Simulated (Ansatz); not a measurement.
# WS2: which input changes reach the field gradients?

Cell: a structure deposited in the COD.

```
CELL_PARAMETERS angstrom
1.57900 0.91164 6.16333
-1.57900 0.91164 6.16333
0.00000 -1.82327 6.16333
ATOMIC_POSITIONS crystal
W 0.00000 0.00000 0.00000
S 0.24970 0.24970 0.24970
S 0.41900 0.41900 0.41900
```

Sites (sets of like atoms) are named by element and the number of their first atom in this list.

Reference run. All values are calculated (Ansatz; DFT, PBE, plane waves and PAW, scalar-relativistic, collinear spin, 420 eV cutoff, Γ-centred 16×16×16 k-points, Fermi–Dirac smearing 0.02 eV), not measured. Start moments as typed (μB): 2 on each W, none on the rest.

It gives V_zz (10²¹ V/m²) W -17.32 (η 0.00), S2 -4.93 (η 0.00), among others. Each of these runs changes the input as listed (caps on SCF iterations aside):

A. scf.occupations.width: 0.02 → not typed; scf.occupations.method: fermi_dirac → tetrahedron
B. hamiltonian.xc: pbe → lda; basis.ecutwfc: not typed → 40.4 Ry; scf.algorithm: not typed → density_mixing

(1) How does each run end, and how far do the gradients move?

Results:

(1) 

```json
{"run": "A", "W V_zz (η)": "-17.32 (0.00)", "S2 V_zz (η)": "-4.93 (0.00)", "largest change of a gradient tensor, all atoms": "0.00", "note": "converged"}
{"run": "B", "W V_zz (η)": "-17.56 (0.00)", "S2 V_zz (η)": "-4.97 (0.00)", "largest change of a gradient tensor, all atoms": "0.23", "note": "converged; another functional"}
```

Run B moves them most, on W (V_zz from -17.32 to -17.56).

Run B changes hamiltonian.xc, basis.ecutwfc together, so the table can't tell their shares apart.

On the reference run: At this cell the principal stresses reach 5 GPa in size with PBE, which can matter for small gradients. The largest force is 0.6 eV/Å, so the atoms aren't at the calculated equilibrium and relaxing them would move these values. Without spin–orbit coupling the gradients at and beside W can be off by some per cent, at some sites by more. The start moments die out, and the run ends without spin.
